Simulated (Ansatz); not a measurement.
This run works on a generated trial structure, not on a known crystal.

Input and command of a plane-wave DFT calculation in Ansatz:

```yaml
crystal:
  lattice:
    - [2.9787149349, -3.3532736826, 0.0]
    - [2.9787149349, 3.3532736826, 0.0]
    - [-2.8689079759, 0.0, 6.535523772]
  atoms:
    - { symbol: As, position: [0.1178957678, 0.3795739361, 0.362703762] }
    - { symbol: As, position: [0.6204260639, 0.8821042322, 0.137296238] }
    - { symbol: As, position: [0.8821042322, 0.6204260639, 0.637296238] }
    - { symbol: As, position: [0.3795739361, 0.1178957678, 0.862703762] }
    - { symbol: As, position: [0.0, 0.5, 0.0] }
    - { symbol: As, position: [0.5, 0.0, 0.5] }
basis:
  ecutwfc: 420
kpoints:
  mp_grid: { grid: [10, 10, 6] }
hamiltonian:
  xc: pbe
scf:
  occupations: { method: gaussian, width: 0.1 }
output:
  forces: true
  stress: true
  eigenvalues: true
relax:
  adjacent_minimum: "off"
  f_tol: 0.01
  max_steps: 80
  cell: { stress_tol: 0.05 }
```

```bash
ansatz run input.yaml --threads 1 --pin off --max-ram 2560MiB --backend cpu --events-out ev --progress --plain --runs-dir out
```

Processor: Arm Neoverse N1, 1 thread, on a host shared with other jobs.

Task: Estimate time, memory and problem size.

Result: About 19 min, peak memory 0.98 GiB. It solves 54 bands at 172 k points (after reduction by symmetry) with about 2505 plane waves (on the last cell), in 63 SCF iterations over 9 ionic steps.
